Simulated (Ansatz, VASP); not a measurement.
# Two plane-wave programs on Si

The input INCAR:

```
SYSTEM = Si
ALGO     = Normal         ! electronic algorithm
EDIFF    = 1E-7           ! SCF threshold, eV
ENCUT    = 520            ! plane-wave cutoff, eV
GGA      = CA             ! functional
ISIF     = 2              ! what is computed and relaxed
ISMEAR   = 0              ! smearing method
LASPH    = .TRUE.         ! aspherical terms in the spheres
LCHARG   = .FALSE.        ! write CHGCAR
LREAL    = .FALSE.        ! projectors in reciprocal space
LWAVE    = .FALSE.        ! write WAVECAR
NBANDS   = 11             ! bands
NELM     = 60             ! most SCF steps
PREC     = Accurate       ! precision mode
SIGMA    = 0.05           ! smearing width, eV
```

Contents of KPOINTS:

```
k-points
0
G
  12 12 12
  0 0 0
```

POSCAR

```
Si
1.0
    0.0000000000      2.8449789856      2.5508081584
    2.8449789856      0.0000000000      2.5508081584
    2.8449789856      2.8449789856      0.0000000000
Si
2
Direct
    0.5000000000      0.5000000000      0.5000000000
    0.7500000000      0.7500000000      0.7500000000
```

Input for Ansatz:

```yaml
crystal:
  lattice:
    - [0.0, 2.8449789856, 2.5508081584]
    - [2.8449789856, 0.0, 2.5508081584]
    - [2.8449789856, 2.8449789856, 0.0]
  atoms:
    - { symbol: Si, position: [0.5, 0.5, 0.5] }
    - { symbol: Si, position: [0.75, 0.75, 0.75] }
basis:
  ecutwfc: 420
kpoints:
  mp_grid: { grid: [12, 12, 12] }
hamiltonian:
  xc: lda
  pseudopotentials: { kind: paw, azcp: { folder: soft_1 } }
scf:
  occupations: { method: gaussian, width: 0.05 }
output:
  forces: true
  stress: true
  eigenvalues: true
```

Alike in both runs: task single point; functional LDA; k mesh 12 × 12 × 12; occupations gaussian, width 0.05 eV; no spin polarisation.

```csv
,VASP,Ansatz
version,VASP 6.6.1,Ansatz 0.2.0
potentials or method,"VASP PAW LDA potentials, release 64 (Si)","scalar-relativistic, plane waves, PAW"
plane-wave cutoff (eV),520,420
valence electrons in the cell,8,8
```

Ansatz gave:

- gap on the k mesh at the Fermi level (eV): none
- pressure (GPa): -4.5
- largest component of the traceless stress (GPa): 5.49

Q: What did VASP give for the same quantities?

A: gap on the k mesh at the Fermi level (eV): none; pressure (GPa): -4.4; largest component of the traceless stress (GPa): 5.49.

A gap of «none» marks a metal or a gap that the smearing closes. Ansatz warned: «pseudo_functional_mismatch».
